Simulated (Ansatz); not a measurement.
Rows from a G0W0 calculation on AlGa2P3 (zincblende [001] superlattice) (Ansatz 0.2.0; G0W0 on PBEsol, plane waves, PAW; PAW set soft_1; 4×4×2 mesh, 256 empty bands, screening to 60 eV, PAW set soft_1 files), in eV. Spin-orbit coupling is left out.

```
row                        k  band  start       Σx  Σc at the solution      Vxc
  A  (-0.500, -0.500, 0.000)    v1  3.836  -15.771               2.410  -13.035
  B                        Γ    c1  7.742   -5.985              -3.672   -9.985
  C  (-0.500, -0.500, 0.000)    c2  7.815   -6.351              -3.533  -10.175
  D                        Γ    c2  8.079   -7.395              -3.666  -11.499
  E  (-0.500, -0.500, 0.000)    c1  7.770   -6.212              -3.529  -10.039
  F                        Γ    v1  6.364  -16.843               1.651  -14.999
```

Question: Give the quasiparticle energies and the shift of each level.

The quasiparticle equation reads E = start + Σx + Σc(E) − Vxc.

```
row  E (eV)  shift (eV)
  A   3.510      −0.326
  B   8.069      +0.327
  C   8.106      +0.291
  D   8.516      +0.437
  E   8.069      +0.299
  F   6.170      −0.194
```

Limits: not at the basis limit; no spin-orbit coupling; coarse k mesh.

[Paths, hosts, dates, memory and timing lines, banners, echoed tables and standing remarks are left out of the program output.]

[Logs are printed without paths, hosts, clocks, repeated set-up lines and the standing remarks that a program may print on its own settings, such as how far it seeks lower states.]

[Runs of the session that timed out or met a known fault of the program may be left out.]

[Cells called generated may have been cut or substituted from an entry of the Crystallography Open Database or the Materials Project.]

[Hosts, paths, dates, database ids (printed as entryN), source tags and the programs' standing remarks are cut or masked in the printed files.]
